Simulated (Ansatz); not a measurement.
The cell is Bi2S3 built on the tetradymite prototype; cell and atoms were relaxed with r2SCAN+rVV10. The symmetry is R-3m (No. 166, trigonal); conventional cell a = 4.015 Å, c = 28.080 Å, 26.14 Å³ an atom. Around Bi lie 6 S at 2.73–2.97 Å; around S lie 3 Bi at 2.73 Å; around S lie 6 Bi at 2.97 Å.

```cif
data_structure
_symmetry_space_group_name_H-M 'R-3m:H'
_symmetry_Int_Tables_number 166
_cell_length_a 4.0153
_cell_length_b 4.0153
_cell_length_c 28.0798
_cell_angle_alpha 90.000
_cell_angle_beta 90.000
_cell_angle_gamma 120.000
_cell_volume 392.06
loop_
_atom_site_label
_atom_site_type_symbol
_atom_site_symmetry_multiplicity
_atom_site_Wyckoff_symbol
_atom_site_fract_x
_atom_site_fract_y
_atom_site_fract_z
_atom_site_occupancy
Bi1 Bi 6 c 0.33333 0.66667 0.06634 1
S1 S 6 c 0.00000 0.00000 0.21594 1
S2 S 3 a 0.00000 0.00000 0.00000 1
```

The questions ask for values computed with Ansatz 0.2.0 on this geometry. The cell comes from a prototype generator: it can be a known phase or a hypothetical one. No magnetic order is allowed.

Given (8×8×8 mesh): r2SCAN gives a direct gap of 1.01 eV at Γ.

(1) Estimate the gap with PBE+SOC on 8×8×8.

(2) How does the gap change from r2SCAN to HSE06 (4×4×4)?

(3) How does the gap change from r2SCAN to PBE0 (4×4×4)?

(4) Order these levels by the gap that they give, smallest first.
A. PBE0
B. r2SCAN0
C. PBE
D. r2SCAN
E. LDA
F. HSE06
G. DDH-PBE0

(5) What are ε∞ and the Born charges with r2SCAN?

(6) What do these levels agree on?

Answers

(1) PBE+SOC gives a direct gap of 0.20 eV at Γ. Spin-orbit coupling itself accounts for -0.54 eV. The gap differs by -0.81 eV from r2SCAN's.

(2) HSE06 gives a direct gap of 1.28 eV at Γ. The gap differs by +0.27 eV from r2SCAN's.

(3) The PBE0 gap is direct at Γ: 1.90 eV. The gap differs by +0.89 eV from r2SCAN's.

(4) E (0.60 eV), C (0.74 eV), D (1.01 eV), G (1.09 eV), F (1.28 eV), A (1.90 eV), B (2.07 eV).

(5) The electronic dielectric tensor ε∞ is 13.64 along x and y, 8.06 along z. Born charges, averaged over directions: Bi +4.88, S -3.84 to -2.96 e. The program notes that the ground state's band table doesn't vouch for all the bands that the response reads.

(6) r2SCAN covers 50 % of the step from PBE to HSE06. For gaps to 0.1 eV, spin-orbit coupling (up to 0.54 eV here) has to be included. All these functionals give a gap of the same kind, direct.

Only the levels marked +SOC include spin-orbit coupling.
